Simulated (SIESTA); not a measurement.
ZrC:

```xyz
2
Lattice="0.0000 2.3650 2.3650 2.3650 0.0000 2.3650 2.3650 2.3650 0.0000" Properties=species:S:1:pos:R:3 pbc="T T T"
Zr    2.3650    2.3650    2.3650
C     0.0000    0.0000    0.0000
```

Base run:

```yaml
Program: SIESTA 5.4.2
Functional: PBE
Potentials_or_basis: PseudoDojo 0.4 standard (PBE files)
Basis: DZP (energy shift 0.003 Ry; two zetas on semicore shells)
Grid_cutoff: 800 Ry
Energy_shift: 0.003 Ry
k_mesh: 10 × 10 × 10
Occupations: fermi-dirac, width 0.05 eV
Spin: no spin polarisation
```

Its results: band gap on the k mesh none (metal or under the smearing width); pressure -0.9 GPa.

**Question.** After a change of settings the same cell gave: band gap on the k mesh none (metal or under the smearing width); pressure -5.4 GPa. Which change was it?
A. functional from PBE to vdW-DF-cx
B. functional from PBE to RPBE
C. functional from PBE to AM05; potentials or basis from PseudoDojo 0.4 standard (PBE files) to PseudoDojo 0.4 standard (PBEsol files)
D. functional from PBE to PW91

**Answer.** A.

Caveats: the basis of atomic orbitals isn't converged, which shifts pressures, moduli and gaps; the potentials were made for another functional, which shifts forces and pressure (some runs).

Not every run made on this cell is shown here.
